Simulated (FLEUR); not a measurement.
# Ag (Fm-3m) in FLEUR: notebook

One crystal, Ag, is run at these levels: LDA; tasks: equation of state.

Program: FLEUR MaX-R8.1 (later development tree). These are calculated values, not measurements. Logs are shortened: lines on timing, memory, paths and dates and some standing lists are left out, and cuts for length are marked.

## 1. The crystal as given

The structure is cubic, space group Fm-3m (No. 225). Conventional cell: a = 4.085 Å, b = 4.085 Å, c = 4.085 Å, α = 90.00°, β = 90.00°, γ = 90.00°. Ag (site symmetry m-3m) has 12 Ag at 2.89 Å as nearest neighbours.

## 2. Equation of state, LDA, 16.03 Å³/atom (volume scaled by 0.94)

inp.xml

```xml
<?xml version="1.0" encoding="UTF-8" standalone="no"?>
<fleurInput fleurInputVersion="0.39">
   <comment>
      Ag                                                                                                  
   </comment>
   <calculationSetup>
      <cutoffs Kmax="4.1" Gmax="12.7" GmaxXC="12.7" numbands="0"/>
      <scfLoop itmax="60" minDistance="0.00001" maxIterBroyd="15" imix="Anderson" alpha="0.05" precondParam="0.0" spinf="2.0" sdNocoIR="T"/>
      <coreElectrons ctail="T" frcor="F" kcrel="0" coretail_lmax="0"/>
      <xcFunctional name="vwn" relativisticCorrections="F"/>
      <magnetism jspins="1"/>
      <soc l_soc="F" theta="0.0" phi="0.0" spav="F"/>
      <expertModes spex="0" secvar="F"/>
      <geometryOptimization l_f="F" forcealpha="1.0" forcemix="BFGS" epsdisp="0.00001" epsforce="0.00001"/>
      <ldaU l_linMix="F" mixParam="0.05" spinf="1.0"/>
   </calculationSetup>
   <cell>
      <bzIntegration valenceElectrons="19.0" mode="hist" fermiSmearingEnergy="0.00183747">
         <kPointListSelection listName="default-1"/>
         <!-- k-points included here -->
         <xi:include xmlns:xi="http://www.w3.org/2001/XInclude" href="kpts.xml"> </xi:include>
      </bzIntegration>
      <!-- symmetry operations included here -->
      <xi:include xmlns:xi="http://www.w3.org/2001/XInclude" href="sym.xml"> </xi:include>
      <bulkLattice scale="0.9795861087">
         <bravaisMatrix>
            <row-1>    0.0000000000000000     3.8602380410266495     3.8602380410266495</row-1>
            <row-2>    3.8602380410266495     0.0000000000000000     3.8602380410266495</row-2>
            <row-3>    3.8602380410266495     3.8602380410266495     0.0000000000000000</row-3>
         </bravaisMatrix>
      </bulkLattice>
   </cell>
   <atomSpecies>
      <species name="Silver (Ag)" element="Ag" atomicNumber="47">
         <mtSphere radius="2.48" gridPoints="837" logIncrement="0.015"/>
         <atomicCutoffs lmax="10" lnonsphr="10"/>
         <electronConfig flipSpins="F">
            <coreConfig>(1s1/2) (2s1/2) (2p1/2) (2p3/2) (3s1/2) (3p1/2) (3p3/2) (3d3/2) (3d5/2)</coreConfig>
            <valenceConfig>(4s1/2) (4p1/2) (4p3/2) (5s1/2) (4d3/2) (4d5/2)</valenceConfig>
            <stateOccupation state="(5s1/2)" spinUp="0.500000" spinDown="0.500000"/>
         </electronConfig>
         <energyParameters s="5" p="5" d="4" f="4"/>
         <lo type="SCLO" l="0" n="4" eDeriv="0"/>
         <lo type="SCLO" l="1" n="4" eDeriv="0"/>
         <lo type="SCLO" l="1" n="4" eDeriv="1"/>
         <lo type="SCLO" l="2" n="4" eDeriv="2"/>
         <lo type="SCLO" l="3" n="4" eDeriv="2"/>
      </species>
   </atomSpecies>
   <atomGroups>
      <atomGroup species="Silver (Ag)">
         <relPos label="                   1">.0000000000 .0000000000 .0000000000</relPos>
         <force calculate="T" relaxXYZ="TTT"/>
      </atomGroup>
   </atomGroups>
   <output dos="F" band="F" slice="F">
      <checks vchk="F" cdinf="F"/>
      <bandDOS minEnergy="-.5*Htr" maxEnergy="0.5*Htr" sigma="0.015" storeEVData="T"/>
      <vacuumDOS vacdos="F" integ="F" star="F" nstars="0" locx1="0.0" locy1="0.0" locx2="0.0" locy2="0.0" nstm="0" tworkf="0.0"/>
      <unfoldingBand unfoldBand="F" supercellX="1" supercellY="1" supercellZ="1"/>
      <plotting iplot="0" polar="F">
         <plot TwoD="T" vec1="  1.0  0.0  0.0" vec2="  0.0  1.0  0.0" vec3="  0.0  0.0  1.0" zero="  0.0  0.0  0.0" file="plot"/>
      </plotting>
      <chargeDensitySlicing numkpt="0" minEigenval="0.0" maxEigenval="0.0" nnne="0" pallst="F"/>
      <specialOutput eonly="F"/>
      <moessbauerParams electricFieldGradient="T" isomerShift="T" coreHyperfine="T" valenceHyperfine="T"/>
      <magneticCircularDichroism mcd="F" energyLo="-10.0" energyUp="0.0"/>
   </output>
  <!-- We include the file relax.xml here to enable relaxations (see documentation) -->
  <xi:include xmlns:xi="http://www.w3.org/2001/XInclude" href="relax.xml"> <xi:fallback/> </xi:include>
</fleurInput>
```

Potentials or basis: all-electron, FLAPW.

Started as:

```sh
$ inpgen -f crystal.txt -profile fastHighL
$ # inp.xml edited to the form shown
$ fleur_MPI
```

What it wrote:

```text
Welcome to FLEUR        (www.flapw.de)
      MaX-Release 8.1          (www.max-centre.eu)

 ========== k-point set info ==========
 Selected k-point list: default-1
 k-point list type: mesh
 11 x 11 x 11
 Number of k points: 56

 ------------Calculation Setup---------------------------
 Number of MPI-tasks      :            1
 Number of PE/node        :            1
 Number of OMP-threads    :            1
 Most efficient MPI parallelization for:
           1           2           4           7           8          14          28          56
 Additional eigenvalue parallelization possible
 Number of basis functions:          172
 Approximate size of matrices (H+S) per k-point:         0.000 GB
 --------------------------------------------------------
 Iteration:     1   Distance:      12.85427796 me/bohr^3
 Iteration:     2   Distance:      10.94679461 me/bohr^3
 Iteration:     3   Distance:       4.05477291 me/bohr^3
 Iteration:     4   Distance:       2.79763533 me/bohr^3
 Iteration:     5   Distance:       1.35988971 me/bohr^3
 Iteration:     6   Distance:       0.12335743 me/bohr^3
 Iteration:     7   Distance:       0.16482462 me/bohr^3
 Iteration:     8   Distance:       0.00247355 me/bohr^3
 Iteration:     9   Distance:       0.00657087 me/bohr^3
 Iteration:    10   Distance:       0.00042762 me/bohr^3
 Iteration:    11   Distance:       0.00010367 me/bohr^3
 Iteration:    12   Distance:       0.00001331 me/bohr^3
 Iteration:    13   Distance:       0.00000009 me/bohr^3

 ********************************************************************
 Run finished successfully
 Stop message:
   all done
 ********************************************************************
```

out.xml (last iteration):

```text
<iteration numberForCurrentRun="   13" overallNumber="   13">
         <energyParameters units="Htr">
            <atomicEP atomType="1" spin="1" branch="5s" branchLowest="-3.01" branchHighest="1.60" value="0.2337094983"/>
            <atomicEP atomType="1" spin="1" branch="5p" branchLowest="-1.66" branchHighest="2.27" value="0.3796703788"/>
            <atomicEP atomType="1" spin="1" branch="4d" branchLowest="-12.71" branchHighest="0.34" value="0.1981722413"/>
            <atomicEP atomType="1" spin="1" branch="4f" branchLowest="-9.99" branchHighest="2.35" value="0.6852642514"/>
            <loAtomicEP atomType="1" spin="1" branch="4s" branchLowest="-24.60" branchHighest="-3.01" value="-3.0169503203"/>
            <loAtomicEP atomType="1" spin="1" branch="4p" branchLowest="-19.99" branchHighest="-1.66" value="-1.6825958470"/>
            <loAtomicEP atomType="1" spin="1" branch="4p" branchLowest="-19.99" branchHighest="-1.66" value="-1.6825958470"/>
            <loAtomicEP atomType="1" spin="1" branch="4d" branchLowest="-12.71" branchHighest="0.34" value="0.1915548468"/>
            <loAtomicEP atomType="1" spin="1" branch="4f" branchLowest="-9.99" branchHighest="2.35" value="0.6852661752"/>
         </energyParameters>
         <eigenvalues>
            <eigenvaluesAt spin="1" ikpt="1" k_x="0.00000000" k_y="0.00000000" k_z="0.00000000">
                      -3.0178193739       -1.6739686860       -1.6739686860       -1.6739686860        0.0531078319
                       0.1757315035        0.1757315035        0.1757315035        0.2191000367        0.2191000367
                       0.9469499038        1.0886516081        1.0886516081        1.0886516081        1.2878017339
            </eigenvaluesAt>
            <eigenvaluesAt spin="1" ikpt="2" k_x="0.00000000" k_y="0.00000000" k_z="0.09090909">
                      -3.0177499788       -1.6745912990       -1.6740609281       -1.6740609281        0.0630177376
                       0.1733648822        0.1785563600        0.1785563600        0.2180626848        0.2180626848
                       0.9491910648        1.0250622346        1.0949421429        1.0949421429        1.2687965828
            </eigenvaluesAt>
            <eigenvaluesAt spin="1" ikpt="3" k_x="0.00000000" k_y="0.00000000" k_z="0.18181818">
                      -3.0175647808       -1.6762606950       -1.6743104500       -1.6743104500        0.0889273373
                       0.1712802669        0.1836314648        0.1836314648        0.2183480890        0.2183480890
                       0.8799948982        0.9830733474        1.1067725253        1.1067725253        1.2163790104
            </eigenvaluesAt>
            <eigenvaluesAt spin="1" ikpt="4" k_x="0.00000000" k_y="0.00000000" k_z="0.27272727">
                      -3.0173213076       -1.6784390230       -1.6746366683       -1.6746366683        0.1110396547
                       0.1833254095        0.1833254095        0.1915859626        0.2270896409        0.2270896409
                       0.7516032390        0.9676505425        1.0991154534        1.0991154534        1.2225687989
            </eigenvaluesAt>
         </eigenvalues>
         <bandgap value="0.2017201131" units="eV"/>
         <sumValenceSingleParticleEnergies value="-13.9635079476" units="Htr"/>
         <FermiEnergy value="0.3655521958" units="Htr"/>
         <valenceDensity>
            <mtCharges spin="1">
               <mtCharge atomType="1" total="17.7706433" s="2.4056267" p="6.2943175" d="9.0379008" f="0.0249634"/>
            </mtCharges>
            <spinDependentCharge spin="1" total="19.0000000" interstitial="1.2293567" mtSpheres="17.7706433"/>
            <totalCharge value="19.0000000000"/>
         </valenceDensity>
         <coreStates atomType="     1" atomicNumber=" 47" spin="1" kinEnergy="   5358.4837595531" eigValSum="  -3161.2318304721" lostElectrons=" 0.000000">
            <state n="1" l="0" j="0.5" energy="-928.7127407139" weight="1.0000000000"/>
            <state n="2" l="0" j="0.5" energy="-136.3429416921" weight="1.0000000000"/>
            <state n="2" l="1" j="0.5" energy="-126.7463975393" weight="1.0000000000"/>
            <state n="2" l="1" j="1.5" energy="-120.3129140631" weight="2.0000000000"/>
            <state n="3" l="0" j="0.5" energy="-24.5957662380" weight="1.0000000000"/>
            <state n="3" l="1" j="0.5" energy="-20.7738369853" weight="1.0000000000"/>
            <state n="3" l="1" j="1.5" energy="-19.6382237251" weight="2.0000000000"/>
            <state n="3" l="2" j="1.5" energy="-12.8457715566" weight="2.0000000000"/>
            <state n="3" l="2" j="2.5" energy="-12.6168044593" weight="3.0000000000"/>
         </coreStates>
         <allElectronCharges>
            <spinDependentCharge spin="1" total="47.0000000" interstitial="1.2293567" mtSpheres="45.7706433"/>
            <totalCharge value="46.9999999995"/>
         </allElectronCharges>
         <moessbauerParams unitsHFF="kG" unitsIS="e/bohr^3" unitsEFG="Htr/bohr^2">
            <coreIsomerShift atomType="1" isTotal="146839.51205">
               <shell n="1" l="0" isomerShift="128929.95617"/>
               <shell n="2" l="0" isomerShift="14754.28113"/>
               <shell n="2" l="1" isomerShift="308.73992"/>
               <shell n="3" l="0" isomerShift="2784.03258"/>
               <shell n="3" l="1" isomerShift="62.50224"/>
               <shell n="3" l="2" isomerShift="0.00001"/>
            </coreIsomerShift>
            <isomerShift atomType="1" nucleusRadius="0.0001124" averageDensity="147394.71861"/>
            <electricFieldGradient atomType="1" VXX="0.00000" VYY="0.00000" VZZ="0.00000" asymParam="0.00000">
            </electricFieldGradient>
         </moessbauerParams>
         <totalEnergy                                    value="    -5312.4640230924" units="Htr">
            <sumOfEigenvalues                            value="    -3175.1953384197">
               <coreElectrons value="-3161.2318304721"/>
               <valenceElectrons value="-13.9635079476"/>
            </sumOfEigenvalues>
            <densityCoulombPotentialIntegral value="-8540.9575906589"/>
            <densityEffectivePotentialIntegral value="-8732.6762202187"/>
            <chargeDenXCDenIntegral value="-144.5981365660"/>
            <FockExchangeEnergyValence value="0.0000000000"/>
            <FockExchangeEnergyCore value="0.0000000000"/>
            <atomTypeDependentContributions atomType="1">
               <electronNucleiInteractionDifferentMTs value="6434.5416344799"/>
               <MadelungTerm value="-20.3263385160"/>
            </atomTypeDependentContributions>
            <tkbTimesEntropy value="0.0000718996"/>
            <freeEnergy value="-5312.4640949920"/>
            <extrapolationTo0K value="-5312.4640590422"/>
         </totalEnergy>
         <densityConvergence units="me/bohr^3">
            <chargeDensity spin="1" distance="0.0000000875"/>
         </densityConvergence>
      </iteration>
```

Run time: 6.5 s. Hardware: 1 thread of Intel Xeon 6975P-C (Granite Rapids), shared host; peak memory 0.05 GiB.

What came out:

```yaml
Free_energy: -144559.5124 eV
Band_gap_on_the_k_mesh: none (metal or under the smearing width)
Valence_electrons_inside_the_program's_atomic_spheres: Ag 17.77 (radii Ag 2.48 bohr)
```

## 3. Equation of state, LDA, 16.37 Å³/atom (volume scaled by 0.96)

Changes to inp.xml since step 2:

```diff
@@ -24,3 +24,3 @@
       <xi:include xmlns:xi="http://www.w3.org/2001/XInclude" href="sym.xml"> </xi:include>
-      <bulkLattice scale="0.9795861087">
+      <bulkLattice scale="0.9864848297">
          <bravaisMatrix>
```

Potentials or basis: all-electron, FLAPW.

Started as:

```sh
$ inpgen -f crystal.txt -profile fastHighL
$ # inp.xml edited to the form shown
$ fleur_MPI
```

Run time: 6.6 s. Hardware: 1 thread of Intel Xeon 6975P-C (Granite Rapids), shared host; peak memory 0.05 GiB.

Results (log left out):

```
Free energy                                           : -144559.5083 eV
Band gap on the k mesh                                : none (metal or under the smearing width)
Valence electrons inside the program's atomic spheres : Ag 17.75 (radii Ag 2.48 bohr)
```

## 4. Equation of state, LDA, 17.05 Å³/atom

Changes to inp.xml since step 3:

```diff
@@ -24,3 +24,3 @@
       <xi:include xmlns:xi="http://www.w3.org/2001/XInclude" href="sym.xml"> </xi:include>
-      <bulkLattice scale="0.9864848297">
+      <bulkLattice scale="1.0000000000">
          <bravaisMatrix>
```

Started as:

```sh
$ inpgen -f crystal.txt -profile fastHighL
$ # inp.xml edited to the form shown
$ fleur_MPI
```

Run time: 7.3 s. Hardware: 1 thread of Intel Xeon 6975P-C (Granite Rapids), shared host; peak memory 0.05 GiB.

Results (log left out):

* Free energy: -144559.4845 eV
* Band gap on the k mesh: none (metal or under the smearing width)
* Valence electrons inside the program's atomic spheres: Ag 17.70 (radii Ag 2.48 bohr)

## 5. Equation of state, LDA, 17.73 Å³/atom (volume scaled by 1.04)

Changes to inp.xml since step 4:

```diff
@@ -24,3 +24,3 @@
       <xi:include xmlns:xi="http://www.w3.org/2001/XInclude" href="sym.xml"> </xi:include>
-      <bulkLattice scale="1.0000000000">
+      <bulkLattice scale="1.0131594038">
          <bravaisMatrix>
```

Started as:

```sh
$ inpgen -f crystal.txt -profile fastHighL
$ # inp.xml edited to the form shown
$ fleur_MPI
```

Wall time 7.4 s (1 thread of Intel Xeon 6975P-C (Granite Rapids), shared host); peak memory 0.05 GiB.

Results (log left out):

```yaml
Free_energy: -144559.4446 eV
Band_gap_on_the_k_mesh: none (metal or under the smearing width)
Valence_electrons_inside_the_program's_atomic_spheres: Ag 17.67 (radii Ag 2.48 bohr)
```

## 6. Equation of state, LDA, 18.07 Å³/atom (volume scaled by 1.06)

Changes to inp.xml since step 5:

```diff
@@ -24,3 +24,3 @@
       <xi:include xmlns:xi="http://www.w3.org/2001/XInclude" href="sym.xml"> </xi:include>
-      <bulkLattice scale="1.0131594038">
+      <bulkLattice scale="1.0196128224">
          <bravaisMatrix>
```

Potentials or basis: all-electron, FLAPW.

Started as:

```sh
$ inpgen -f crystal.txt -profile fastHighL
$ # inp.xml edited to the form shown
$ fleur_MPI
```

Wall time 8.1 s (1 thread of Intel Xeon 6975P-C (Granite Rapids), shared host); peak memory 0.05 GiB.

Results (log left out):

| Quantity | Value |
| --- | --- |
| Free energy | -144559.4200 eV |
| Band gap on the k mesh | none (metal or under the smearing width) |
| Valence electrons inside the program's atomic spheres | Ag 17.65 (radii Ag 2.48 bohr) |

## 7. Equation of state, LDA

No new run: the results of the series are fitted here.

Results:

```yaml
Equilibrium_volume: "15.97 Å³/atom (rough: see the caveat)"
Bulk_modulus: 144 GPa (rough)
```

Energy against volume, from the lowest point:
| volume (Å³/atom) | energy (meV/atom) |
| --- | --- |
| 16.025 | 0.00 |
| 16.366 | 4.07 |
| 17.048 | 27.89 |
| 17.730 | 67.80 |
| 18.071 | 92.37 |

Caveat: the minimum lies outside the volumes run.
